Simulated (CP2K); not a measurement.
# Al (Fm-3m) in CP2K: further runs

One crystal, Al, is run at these levels: LDA; tasks: single point, equation of state.

All numbers are computed with CP2K 2026.2; they aren't measurements. Logs are shortened: lines on timing, memory, paths and dates and some standing lists are left out, and cuts for length are marked.

**What was measured.**

“The interpretation of polycrystalline coherent inelastic neutron scattering from aluminium”, 2013, pmc:3831299 quotes, for a bulk crystal of Al: bulk modulus 76.9 GPa.

The results are compared with them further down.

## (1) The crystal as given

It takes space group Fm-3m (No. 225, cubic). Conventional cell: a = 4.050 Å, b = 4.050 Å, c = 4.050 Å, α = 90.00°, β = 90.00°, γ = 90.00°. Al (site symmetry m-3m) is surrounded by 12 Al at 2.86 Å.

## (2) Single point, LDA, 16.60 Å³/atom

al_eos.inp reads:

```
&GLOBAL
  PROJECT al_eos
  RUN_TYPE ENERGY_FORCE
  PRINT_LEVEL LOW
&END GLOBAL
&FORCE_EVAL
  METHOD QS
  STRESS_TENSOR ANALYTICAL
  &DFT
    BASIS_SET_FILE_NAME BASIS_MOLOPT_UZH
    POTENTIAL_FILE_NAME GTH_POTENTIALS
    &MGRID
      CUTOFF 450
      REL_CUTOFF 60
      NGRIDS 4
    &END MGRID
    &QS
      METHOD GPW
      EPS_DEFAULT 1.0E-10
    &END QS
    &KPOINTS
      SCHEME MONKHORST-PACK 11 11 11
      GAMMA_CENTERED T
      SYMMETRY T
      SYMMETRY_BACKEND SPGLIB
    &END KPOINTS
    &SCF
      SCF_GUESS ATOMIC
      EPS_SCF 1.0E-6
      MAX_SCF 100
      ADDED_MOS 8
      CHOLESKY OFF
      EPS_EIGVAL 1.0E-7
      &DIAGONALIZATION ON
        ALGORITHM STANDARD
      &END DIAGONALIZATION
      &MIXING ON
        METHOD BROYDEN_MIXING
        ALPHA 0.4
        BETA 1.5
        NBUFFER 8
      &END MIXING
      &SMEAR ON
        METHOD FERMI_DIRAC
        ELECTRONIC_TEMPERATURE 300.56
      &END SMEAR
    &END SCF
    &XC
      &XC_FUNCTIONAL
        &LDA_X
        &END LDA_X
        &LDA_C_PW
        &END LDA_C_PW
      &END XC_FUNCTIONAL
    &END XC
    &PRINT
      &KPOINTS ON
      &END KPOINTS
      &MULLIKEN ON
      &END MULLIKEN
      &MO ON
        ENERGIES T
        OCCUPATION_NUMBERS T
        &EACH
          QS_SCF 0
        &END EACH
        ADD_LAST NUMERIC
      &END MO
    &END PRINT
  &END DFT
  &SUBSYS
    &CELL
      A 2.8635066922 0.0000000000 0.0000000000
      B 1.4317533461 2.4798695393 0.0000000000
      C 1.4317533461 0.8266231798 2.3380434236
      PERIODIC XYZ
    &END CELL
    &COORD
      SCALED
      Al  0.0000000000 0.0000000000 0.0000000000
    &END COORD
    &KIND Al
      BASIS_SET TZVP-MOLOPT-PBE-GTH-q3
      POTENTIAL GTH-PADE-q3
    &END KIND
    &PRINT
      &ATOMIC_COORDINATES ON
      &END ATOMIC_COORDINATES
      &CELL ON
      &END CELL
      &SYMMETRY ON
      &END SYMMETRY
    &END PRINT
  &END SUBSYS
  &PRINT
    &FORCES ON
    &END FORCES
    &STRESS_TENSOR ON
    &END STRESS_TENSOR
  &END PRINT
&END FORCE_EVAL
```

Potentials or basis: GTH_POTENTIALS Al GTH-PADE-q3; TZVP-MOLOPT-PBE-GTH basis.

Started as:

```console
> OMP_NUM_THREADS=1 cp2k.psmp -i al_eos.inp -o al_eos.out
```

al_eos.out:

```text

 CP2K| version string:                                       CP2K version 2026.2
 CP2K| Input file name                                                al_eos.inp

 GLOBAL| Force Environment number                                              1
 GLOBAL| Basis set file name                                    BASIS_MOLOPT_UZH
 GLOBAL| Potential file name                                      GTH_POTENTIALS
 GLOBAL| MM Potential file name                                     MM_POTENTIAL
 GLOBAL| Coordinate file name                                      __STD_INPUT__
 GLOBAL| Method name                                                        CP2K
 GLOBAL| Project name                                                     al_eos
 GLOBAL| Run type                                                   ENERGY_FORCE
 GLOBAL| FFT library                                                       FFTW3
 GLOBAL| Diagonalization library                                       ScaLAPACK
 GLOBAL| Cholesky decomposition library                                ScaLAPACK
 GLOBAL| DGEMM library                                                      BLAS
 GLOBAL| Direct generalized diagonalization requested                          F
 GLOBAL| Matrix multiplication library                                 ScaLAPACK
 GLOBAL| Global print level                                                  LOW
 GLOBAL| Total number of message passing processes                             1
 GLOBAL| Number of threads for this process                                    1
 GLOBAL| CPU model name                          AMD EPYC 7R43 64-Core Processor

 CELL| Volume [angstrom^3]:                                            16.602734
 CELL| Vector a [angstrom]:       2.864     0.000     0.000   |a| =     2.863507
 CELL| Vector b [angstrom]:       1.432     2.480     0.000   |b| =     2.863507
 CELL| Vector c [angstrom]:       1.432     0.827     2.338   |c| =     2.863507
 CELL| Angle (b,c), alpha [degree]:                                    60.000000
 CELL| Angle (a,c), beta  [degree]:                                    60.000000
 CELL| Angle (a,b), gamma [degree]:                                    60.000000
 CELL| Numerically orthorhombic:                                              NO
 CELL| Periodicity                                                           XYZ

 CELL_REF| Volume [angstrom^3]:                                        16.602734
 CELL_REF| Vector a [angstrom     2.864     0.000     0.000   |a| =     2.863507
 CELL_REF| Vector b [angstrom     1.432     2.480     0.000   |b| =     2.863507
 CELL_REF| Vector c [angstrom     1.432     0.827     2.338   |c| =     2.863507
 CELL_REF| Angle (b,c), alpha [degree]:                                60.000000
 CELL_REF| Angle (a,c), beta  [degree]:                                60.000000
 CELL_REF| Angle (a,b), gamma [degree]:                                60.000000
 CELL_REF| Numerically orthorhombic:                                          NO
 CELL_REF| Periodicity                                                       XYZ
[... 9 lines left out ...]
 TOTAL NUMBERS AND MAXIMUM NUMBERS

[... 126 lines left out ...]

  *** SCF run converged in    10 steps ***

  Electronic density on regular grids:         -2.9999999999        0.0000000001
  Core density on regular grids:                2.9999999992       -0.0000000008
  Total charge density on r-space grids:       -0.0000000007
  Total charge density g-space grids:          -0.0000000007

  Overlap energy of the core charge distribution:               0.00000000000000
  Self energy of the core charge distribution:                 -5.64189583547756
  Core Hamiltonian energy:                                      1.15577275449318
  Hartree energy:                                               3.19034091340698
  Exchange-correlation energy:                                 -0.80117859061994
  Electronic entropic energy:                                  -0.00006772890149
  Fermi energy:                                                 0.25040853839689

  Total energy:                                                -2.09702848711343
  Total energy (extrapolated to T->0):                         -2.09699462266268

 MO| EIGENVALUES AND OCCUPATION NUMBERS FOR K POINT 1
 MO|
 MO|  Index      Eigenvalue [a.u.]        Eigenvalue [eV]             Occupation
 MO|      1               0.041765               1.136485               2.000000
 MO|      2               0.128975               3.509594               2.000000
 MO|      3               0.654964              17.822490               0.000000
 MO|      4               0.654971              17.822669               0.000000
 MO|      5               0.719431              19.576716               0.000000
 MO|      6               0.719431              19.576720               0.000000
 MO|      7               0.826835              22.499316               0.000000
 MO|      8               1.175128              31.976870               0.000000
 MO|      9               1.175131              31.976948               0.000000
 MO|     10               1.330059              36.192736               0.000000
 MO| Sum:                                                               4.000000
 MO| E(Fermi):            0.250409 a.u.          6.813963 eV
 MO| Band gap:            0.525989 a.u.         14.312896 eV
[... 200 lines left out ...]
 MO|
 MO|  Index      Eigenvalue [a.u.]        Eigenvalue [eV]             Occupation
 MO|      1              -0.000785              -0.021367               2.000000
 MO|      2               0.312143               8.493856               0.000000
 MO|      3               0.435674              11.855291               0.000000
 MO|      4               0.470184              12.794352               0.000000
 MO|      5               0.703392              19.140262               0.000000
 MO|      6               0.820481              22.326425               0.000000
 MO|      7               0.942193              25.638371               0.000000
 MO|      8               1.085921              29.549409               0.000000
 MO|      9               1.175326              31.982256               0.000000
 MO|     10               1.459807              39.723364               0.000000
 MO| Sum:                                                               2.000000
 MO| E(Fermi):            0.250409 a.u.          6.813963 eV

 [... the levels of further k-points ...]

 !-----------------------------------------------------------------------------!
                     Mulliken Population Analysis

 #  Atom  Element  Kind  Atomic population                           Net charge
       1     Al       1          3.000000                              0.000000
 # Total charge                              3.000000                  0.000000

 !-----------------------------------------------------------------------------!

 ENERGY| Total FORCE_EVAL ( QS ) energy [hartree]             -2.097028521541114

 FORCES| Atomic forces [hartree/bohr]
 FORCES|   Atom     x               y               z               |f|
 FORCES|      1  3.85100872E-16  9.14242766E-16  5.83607974E-17   9.93754748E-16
 FORCES| Sum     3.85100872E-16  9.14242766E-16  5.83607974E-17
 FORCES| Total atomic force                                       9.93754748E-16

 STRESS| Analytical stress tensor [bar]
 STRESS|                        x                   y                   z
 STRESS|      x       -4.25449649615E+04   4.95302420919E-02   4.90332943453E-02
 STRESS|      y        4.95302420919E-02  -4.25446640778E+04   1.17092976806E-01
 STRESS|      z        4.90332943453E-02   1.17092976806E-01  -4.25450173834E+04
 STRESS| 1/3 Trace                                            -4.25448821409E+04
 STRESS| Determinant                                          -7.70090870258E+13

 STRESS| Eigenvectors and eigenvalues of the analytical stress tensor [bar]
 STRESS|                        1                   2                   3
 STRESS| Eigenvalues  -4.25450644187E+04  -4.25449642070E+04  -4.25446177968E+04
 STRESS|      x          -0.338205833082      0.924502661156      0.175817075353
 STRESS|      y          -0.225393653408     -0.260965232367      0.938666526781
 STRESS|      z           0.913681845870      0.277834441731      0.296636996202
```

Wall time 60 s (1 thread of AMD EPYC 7R43 (Zen 3), shared host); peak memory 0.26 GiB.

What came out:

* Free energy: -57.0630 eV
* Pressure: -4.3 GPa
* Band gap on the k mesh: none (metal or under the smearing width)

Caveat: the basis of atomic orbitals isn't converged, which shifts pressures, moduli and gaps.

## (3) Single point, LDA, 16.27 Å³/atom (volume scaled by 0.98)

Changes to al_eos.inp since step 2:

```diff
@@ -11,2 +11,3 @@
     POTENTIAL_FILE_NAME GTH_POTENTIALS
+    WFN_RESTART_FILE_NAME previous-RESTART.kp
     &MGRID
@@ -27,3 +28,3 @@
     &SCF
-      SCF_GUESS ATOMIC
+      SCF_GUESS RESTART
       EPS_SCF 1.0E-6
@@ -72,5 +73,5 @@
     &CELL
-      A 2.8635066922 0.0000000000 0.0000000000
-      B 1.4317533461 2.4798695393 0.0000000000
-      C 1.4317533461 0.8266231798 2.3380434236
+      A 2.8442879474 0.0000000000 0.0000000000
+      B 1.4221439737 2.4632256181 0.0000000000
+      C 1.4221439737 0.8210752061 2.3223513842
       PERIODIC XYZ
```

Potentials or basis: GTH_POTENTIALS Al GTH-PADE-q3; TZVP-MOLOPT-PBE-GTH basis.

Started as:

```console
> OMP_NUM_THREADS=1 cp2k.psmp -i al_eos.inp -o al_eos.out
```

It took 51 s on 1 thread of AMD EPYC 7R43 (Zen 3), shared host; peak memory 0.26 GiB.

Results (log left out):

```yaml
Free_energy: -57.0704 eV
Pressure: -2.9 GPa
Band_gap_on_the_k_mesh: none (metal or under the smearing width)
```

Caveat: the basis of atomic orbitals isn't converged, which shifts pressures, moduli and gaps.

## (4) Single point, LDA, 16.93 Å³/atom (volume scaled by 1.02)

Changes to al_eos.inp since step 3:

```diff
@@ -73,5 +73,5 @@
     &CELL
-      A 2.8442879474 0.0000000000 0.0000000000
-      B 1.4221439737 2.4632256181 0.0000000000
-      C 1.4221439737 0.8210752061 2.3223513842
+      A 2.8824708653 0.0000000000 0.0000000000
+      B 1.4412354327 2.4962929950 0.0000000000
+      C 1.4412354327 0.8320976650 2.3535276061
       PERIODIC XYZ
```

Started as:

```console
> OMP_NUM_THREADS=1 cp2k.psmp -i al_eos.inp -o al_eos.out
```

It took 42 s on 1 thread of AMD EPYC 7R43 (Zen 3), shared host; peak memory 0.25 GiB.

Results (log left out):

| Quantity | Value |
| --- | --- |
| Free energy | -57.0529 eV |
| Pressure | -5.5 GPa |
| Band gap on the k mesh | none (metal or under the smearing width) |

Caveat: the basis of atomic orbitals isn't converged, which shifts pressures, moduli and gaps.

## (5) Single point, LDA, 15.94 Å³/atom (volume scaled by 0.96)

Changes to al_eos.inp since step 4:

```diff
@@ -73,5 +73,5 @@
     &CELL
-      A 2.8824708653 0.0000000000 0.0000000000
-      B 1.4412354327 2.4962929950 0.0000000000
-      C 1.4412354327 0.8320976650 2.3535276061
+      A 2.8248059117 0.0000000000 0.0000000000
+      B 1.4124029558 2.4463536802 0.0000000000
+      C 1.4124029558 0.8154512268 2.3064443686
       PERIODIC XYZ
```

Started as:

```console
> OMP_NUM_THREADS=1 cp2k.psmp -i al_eos.inp -o al_eos.out
```

Wall time 46 s (1 thread of AMD EPYC 7R43 (Zen 3), shared host); peak memory 0.26 GiB.

Results (log left out):

| Property | Result |
| --- | --- |
| Free energy | -57.0748 eV |
| Pressure | -1.3 GPa |
| Band gap on the k mesh | none (metal or under the smearing width) |

Caveat: the basis of atomic orbitals isn't converged, which shifts pressures, moduli and gaps.

## (6) Single point, LDA, 17.27 Å³/atom (volume scaled by 1.04)

Changes to al_eos.inp since step 5:

```diff
@@ -73,5 +73,5 @@
     &CELL
-      A 2.8248059117 0.0000000000 0.0000000000
-      B 1.4124029558 2.4463536802 0.0000000000
-      C 1.4124029558 0.8154512268 2.3064443686
+      A 2.9011887331 0.0000000000 0.0000000000
+      B 1.4505943666 2.5125031440 0.0000000000
+      C 1.4505943666 0.8375010480 2.3688106812
       PERIODIC XYZ
```

Potentials or basis: GTH_POTENTIALS Al GTH-PADE-q3; TZVP-MOLOPT-PBE-GTH basis.

Started as:

```console
> OMP_NUM_THREADS=1 cp2k.psmp -i al_eos.inp -o al_eos.out
```

Wall time 43 s (1 thread of AMD EPYC 7R43 (Zen 3), shared host); peak memory 0.25 GiB.

Results (log left out):

- Free energy: -57.0403 eV
- Pressure: -6.6 GPa
- Band gap on the k mesh: none (metal or under the smearing width)

Caveat: the basis of atomic orbitals isn't converged, which shifts pressures, moduli and gaps.

## (7) Single point, LDA, 15.61 Å³/atom (volume scaled by 0.94)

Changes to al_eos.inp since step 6:

```diff
@@ -73,5 +73,5 @@
     &CELL
-      A 2.9011887331 0.0000000000 0.0000000000
-      B 1.4505943666 2.5125031440 0.0000000000
-      C 1.4505943666 0.8375010480 2.3688106812
+      A 2.8050513779 0.0000000000 0.0000000000
+      B 1.4025256889 2.4292457521 0.0000000000
+      C 1.4025256889 0.8097485841 2.2903148593
       PERIODIC XYZ
```

Started as:

```console
> OMP_NUM_THREADS=1 cp2k.psmp -i al_eos.inp -o al_eos.out
```

Run time: 48 s. Hardware: 1 thread of AMD EPYC 7R43 (Zen 3), shared host; peak memory 0.25 GiB.

The run converged. Its results:

```yaml
Free_energy: -57.0757 eV
Pressure: 0.4 GPa
Band_gap_on_the_k_mesh: none (metal or under the smearing width)
```

Caveat: the basis of atomic orbitals isn't converged, which shifts pressures, moduli and gaps.

## (8) Single point, LDA, 17.60 Å³/atom (volume scaled by 1.06)

Changes to al_eos.inp since step 7:

```diff
@@ -73,5 +73,5 @@
     &CELL
-      A 2.8050513779 0.0000000000 0.0000000000
-      B 1.4025256889 2.4292457521 0.0000000000
-      C 1.4025256889 0.8097485841 2.2903148593
+      A 2.9196681405 0.0000000000 0.0000000000
+      B 1.4598340702 2.5285067802 0.0000000000
+      C 1.4598340702 0.8428355934 2.3838990541
       PERIODIC XYZ
```

Started as:

```console
> OMP_NUM_THREADS=1 cp2k.psmp -i al_eos.inp -o al_eos.out
```

It took 51 s on 1 thread of AMD EPYC 7R43 (Zen 3), shared host; peak memory 0.26 GiB.

The run converged. Its results:

```yaml
Free_energy: -57.0256 eV
Pressure: -7.6 GPa
Band_gap_on_the_k_mesh: none (metal or under the smearing width)
```

Caveat: the basis of atomic orbitals isn't converged, which shifts pressures, moduli and gaps.

## (9) Equation of state, LDA

Potentials or basis: GTH_POTENTIALS Al GTH-PADE-q3; TZVP-MOLOPT-PBE-GTH basis.

No new run: the results of the series are fitted here.

Results:

- Equilibrium volume: 15.69 Å³/atom
- Bulk modulus: 85 GPa
- Pressure derivative of the bulk modulus: 4.3

Energy against volume, from the lowest point:
| volume (Å³/atom) | energy (meV/atom) |
| --- | --- |
| 15.607 | 0.00 |
| 15.939 | 0.93 |
| 16.271 | 5.27 |
| 16.603 | 12.67 |
| 16.935 | 22.80 |
| 17.267 | 35.39 |
| 17.599 | 50.16 |

Caveat: the basis of atomic orbitals isn't converged, which shifts pressures, moduli and gaps.

## (10) How close it comes

Step 9. Against the measured bulk modulus of Al, 76.9 GPa (quoted in “The interpretation of polycrystalline coherent inelastic neutron scattering from aluminium”, 2013, pmc:3831299), the calculated 85 GPa is off by +10.1 %. The fit is for a static lattice scaled at fixed shape and fixed fractional positions.
